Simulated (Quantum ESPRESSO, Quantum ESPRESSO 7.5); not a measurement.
# Static lattice constants of tetragonal AgTlI2: PBEsol and vdW-DF-cx both fall short of the measured cell

## Experimental context

The reference is taken from "Pushing thermal conductivity to its lower limit in crystals with simple structures" (2023, arXiv:2310.01838). The study measured the thermal conductivity of dense polycrystalline AgTlI2 from 4 to 325 K and cross-checked it by laser flash. Single-crystal X-ray diffraction served to refine the tetragonal structure and the anharmonic displacements of silver, and first-principles calculations to explain the poor heat transport.

The two lattice constants used here are room-temperature X-ray values, but they are quoted as experimental input to the calculations, without the sample or the origin of the numbers being identified at that place. I therefore treat them as a good guide to the cell rather than as a traceable refinement of one particular crystal.

| compared with | measured | source's wording or label | T (K) | method |
| --- | --- | --- | --- | --- |
| a (Å) | 8.35 | a of tetragonal cell | room temperature | X-ray diffraction |
| c (Å) | 7.66 | c of tetragonal cell | room temperature | X-ray diffraction |

Conditions are those given with the value in the passage it was taken from; "not stated" means there, and the paper may say more elsewhere. The values are a selection: others may have been left out beforehand as unlike or outlying.

## Aim and plan

The aim is to reproduce $a$ and $c$ of the $I4/mcm$ cell, each within 0.5 %. That is about 0.04 Å, wide enough that the rounding of the reference does not matter and narrow enough to separate functionals whose lattice constants commonly differ by a per cent or more.

The model is the static, non-magnetic crystal with eight atoms in the primitive cell, with cell and atoms relaxed within the space group. The starting cell from diffraction has $a = 8.340$ Å, slightly below the reference value of 8.35 Å; $c$ is the same in both. Loosely bound silver and a soft iodide framework make thermal expansion relevant: a room-temperature cell of such a solid can lie up to about one per cent in length above the static one. I compare the static values directly with experiment and weigh this allowance at the end.

I start with PBEsol, which is built for equilibrium cells of solids. LDA would be no sensible first choice, since it usually overbinds and would make a soft crystal too small; its use here is for testing numerical settings. Dispersion between the large, polarisable iodide and thallium ions is the main physical question, so it is examined alongside the plain functional.

System: AgTlI2 (silver thallium iodide), tetragonal; I4/mcm (No. 140), 8 atoms in the primitive cell; the database structure is a diffraction structure: a = 8.340 Å, c = 7.660 Å; structure from the Crystallography Open Database.

On the selection of runs and values: Further runs on this system are not shown.

## 1. PBEsol with and without dispersion

Two relaxations with the same cutoff and mesh, differing only in the D3(BJ) term, isolate what the added attraction does to each axis. I expect plain PBEsol to lie close to the measured cell and the dispersion term to shorten it, perhaps by more than thermal expansion could account for.

**Run 1.** Quantum ESPRESSO 7.5: PBEsol, GBRV ultrasoft potentials, cell and atoms relaxed from the database structure, cutoff 45 Ry (density 360 Ry), 4x4x4 k mesh, Gaussian smearing 0.02 eV.

Key lines of the input:
```
! potential files: GBRV ultrasoft potentials, made for PBEsol
&control
  calculation = 'vc-relax'
  forc_conv_thr = 2.0d-4
  etot_conv_thr = 1.0d-5
  nstep = 60
/
&system
  nat = 8
  ntyp = 3
  ecutwfc = 45
  ecutrho = 360
  nbnd = 52
  occupations = 'smearing'
  smearing = 'gaussian'
  degauss = 0.00147
/
&electrons
  conv_thr = 1.0d-8
  electron_maxstep = 100
  mixing_beta = 0.4
/
&ions
/
&cell
  press_conv_thr = 0.5
/
ATOMIC_SPECIES
  Tl 204.380 Tl.upf
  Ag 107.868 Ag.upf
  I 126.904 I.upf
[... cell and positions ...]
K_POINTS automatic
  4 4 4 0 0 0
```

Command:
```
OMP_NUM_THREADS=1 mpirun -n 4 pw.x -nk 4 -in relax.in > relax.out
```

Selected lines of the output:
```
     bfgs converged in  10 scf cycles and   9 bfgs steps
          total   stress  (Ry/bohr**3)                   (kbar)     P=       -0.84
```

Converged; 9.7 min on 4 cores of Intel Xeon 6975P-C (Granite Rapids), shared host. Warnings: WARNING: bfgs curvature condition failed, Theta= 0.981.

**Run 2.** Quantum ESPRESSO 7.5: PBEsol+D3(BJ), GBRV ultrasoft potentials, cell and atoms relaxed from the database structure, cutoff 45 Ry (density 360 Ry), 4x4x4 k mesh, Gaussian smearing 0.02 eV.

Key lines of the input, as changed from run 1:
```diff
  &system
+   vdw_corr = 'dft-d3'
+   dftd3_version = 4
```

Selected lines of the output:
```
     bfgs converged in  11 scf cycles and  10 bfgs steps
          total   stress  (Ry/bohr**3)                   (kbar)     P=       -1.82
```

Converged; 12 min on 4 cores of Arm Neoverse V1, shared host. Warnings: WARNING: bfgs curvature condition failed, Theta= 0.920 (and 1 more like it).

| quantity | run 1 | run 2 | measured |
| --- | --- | --- | --- |
| a (Å) | 8.193 | 8.027 | 8.35 |
| c (Å) | 7.553 | 7.419 | 7.66 |
| conventional cell volume (Å³) | 507.02 | 477.96 |  |
| final pressure (GPa) | −0.084 | −0.182 |  |

Plain PBEsol misses the target on both axes: $a$ is 1.9 % and $c$ 1.4 % below the reference. I had expected it to lie close. A room-temperature expansion of up to about one per cent would have the right sign, but is too small to explain the whole shortfall.

The D3(BJ) term shortens $a$ by a further 0.17 Å or so and $c$ by about 0.13 Å, leaving them 3.9 % and 3.1 % too short. With this functional the added attraction therefore moves the cell clearly the wrong way. The optimiser's warnings concern a failed curvature condition during the BFGS search; both relaxations nevertheless converged. The small pressures on the rebuilt basis do not settle whether 45 Ry is enough for these potentials, and that doubt remains.

## 2. A nonlocal functional and a cutoff test

Dispersion added pairwise to PBEsol overbinds, so I turn to vdW-DF-cx, where nonlocal correlation and exchange were designed to work together. I expect a cell nearer to plain PBEsol than to the D3 result. Its potentials were made for PBE, which adds some uncertainty.

Alongside it I relax the crystal with LDA at the same cutoff and at a higher one. This pair measures the cutoff error for LDA and only indicates its likely scale for PBEsol, but a shift of a per cent or more would change how the miss is read. The LDA cell also gives a neighbouring level for scale, and I expect it to be smaller than that of PBEsol.

**Run 3.** Quantum ESPRESSO 7.5: vdW-DF-cx, GBRV ultrasoft potentials, cell and atoms relaxed from the database structure, cutoff 45 Ry (density 360 Ry), 4x4x4 k mesh, Gaussian smearing 0.02 eV; PBE files.

Key lines of the input, as changed from run 1:
```diff
- ! potential files: GBRV ultrasoft potentials, made for PBEsol
+ ! potential files: GBRV ultrasoft potentials, made for PBE
  &system
+   input_dft = 'vdw-df-cx'
```

Selected lines of the output:
```
     new unit-cell volume =   1727.30015 a.u.^3 (   255.95948 Ang^3 )
```

Converged; 15 min on the same hardware. Warnings: WARNING: bfgs curvature condition failed, Theta= 0.945 (and 1 more like it).

**Run 4.** Quantum ESPRESSO 7.5: LDA, GBRV ultrasoft potentials, cell and atoms relaxed from the database structure, cutoff 45 Ry (density 360 Ry), 4x4x4 k mesh, Gaussian smearing 0.02 eV.

Key lines of the input, as changed from run 1:
```diff
- ! potential files: GBRV ultrasoft potentials, made for PBEsol
+ ! potential files: GBRV ultrasoft potentials, made for LDA
```

Selected lines of the output:
```
     new unit-cell volume =   1626.70280 a.u.^3 (   241.05249 Ang^3 )
```

Converged; 9.2 min on 4 cores of Intel Xeon 6975P-C (Granite Rapids), shared host. Warnings: WARNING: bfgs curvature condition failed, Theta= 0.955 (and 1 more like it).

**Run 5.** Quantum ESPRESSO 7.5: LDA, GBRV ultrasoft potentials, cell and atoms relaxed from the database structure, cutoff 61 Ry (density 488 Ry), 4x4x4 k mesh, Gaussian smearing 0.02 eV.

Key lines of the input, as changed from run 4:
```diff
  &system
-   ecutwfc = 45
-   ecutrho = 360
+   ecutwfc = 61
+   ecutrho = 488
```

Selected lines of the output:
```
     new unit-cell volume =   1612.99525 a.u.^3 (   239.02124 Ang^3 )
```

Converged; 19 min on 4 cores of Arm Neoverse V1, shared host. Warnings: WARNING: bfgs curvature condition failed, Theta= 0.883 (and 1 more like it).

| quantity | run 3 | run 4 | run 5 | measured |
| --- | --- | --- | --- | --- |
| a (Å) | 8.204 | 8.061 | 8.037 | 8.35 |
| c (Å) | 7.606 | 7.419 | 7.402 | 7.66 |
| conventional cell volume (Å³) | 511.92 | 482.10 | 478.04 |  |
| final pressure (GPa) | −0.067 | −0.164 | 0.006 |  |

vdW-DF-cx also misses the target on both axes, with $a$ 1.8 % and $c$ 0.7 % below the reference. Compared with plain PBEsol it lengthens $c$ by 0.053 Å but leaves $a$ almost where it was. The remaining error is thus mostly in the basal plane, and the nonlocal functional does not remove it.

For LDA, raising the cutoff from 45 to 61 Ry shortens $a$ and $c$ by roughly 0.02 Å each, or 0.3 % and 0.2 %. That is not negligible against a 0.5 % target, but it is much smaller than the LDA miss and goes in the direction that widens it. The test does not fix the correction for PBEsol or vdW-DF-cx, whose cells at 45 Ry keep an uncertainty of their own. At the higher cutoff LDA falls 3.8 % short in $a$ and 3.4 % in $c$, the overbinding I anticipated.

## Overview

| run | settings | a (Å) | deviation | c (Å) | deviation | cost |
| --- | --- | --- | --- | --- | --- | --- |
| 1 | PBEsol, cutoff 45 Ry (density 360 Ry) | 8.193 | −0.157 (−1.9 %) | 7.553 | −0.107 (−1.4 %) | 39 core-min |
| 2 | PBEsol+D3(BJ), cutoff 45 Ry (density 360 Ry) | 8.027 | −0.323 (−3.9 %) | 7.419 | −0.241 (−3.1 %) | 49 core-min |
| 3 | vdW-DF-cx, cutoff 45 Ry (density 360 Ry), PBE files | 8.204 | −0.146 (−1.8 %) | 7.606 | −0.054 (−0.7 %) | 59 core-min |
| 4 | LDA, cutoff 45 Ry (density 360 Ry) | 8.061 | −0.289 (−3.5 %) | 7.419 | −0.241 (−3.1 %) | 37 core-min |
| 5 | LDA, cutoff 61 Ry | 8.037 | −0.313 (−3.8 %) | 7.402 | −0.258 (−3.4 %) | 76 core-min |
|  | measured | 8.35 |  | 7.66 |  |  |

## Assessment

PBEsol, my first choice, misses the 0.5 % target on both axes: $a$ is 1.9 % and $c$ 1.4 % too short, at a cost of 39 core-minutes. vdW-DF-cx, at 59 core-minutes, comes closer in $c$ (0.7 % short) but hardly improves $a$ (1.8 % short), so it misses as well.

The comparison with D3(BJ) was useful as a diagnosis: added to PBEsol, this attraction shrinks a cell that is already too small. The LDA pair showed that a higher cutoff shortens that functional's axes by 0.2 to 0.3 %. A shift of the same sign would widen the PBEsol and vdW-DF-cx misses, but their own cutoff error is not shown in this report.

Thermal expansion acts in the right direction. An allowance of up to about one per cent could cover the vdW-DF-cx error in $c$, but not its error in $a$, nor all of the PBEsol error on either axis. What remains may come from the functionals' description of the soft framework. I can only conjecture that strongly anharmonic silver motion expands the basal plane more than this rough allowance assumes. For vdW-DF-cx, the PBE potentials add an uncertainty of unknown sign.

All levels shown give too small a cell. The reference itself is not beyond doubt, since its values are quoted as input to calculations, without an identified sample. The diffraction cell I started from is very similar, though I cannot tell whether it is independent. Molecular dynamics at room temperature would be the natural next step, since it would put a number on the expansion that the static cells leave out.

[Logs are printed without paths, hosts, clocks, repeated set-up lines and the standing remarks that a program may print on its own settings, such as how far it seeks lower states.]

[The runs shown are a pick from a larger set of finished runs; failed, doubtful and other runs were left out of it ahead of writing. So were measured values far from every level or from commonly accepted values, and agreement can look better than it is. Lines of input and output are excerpts and may be shortened.]
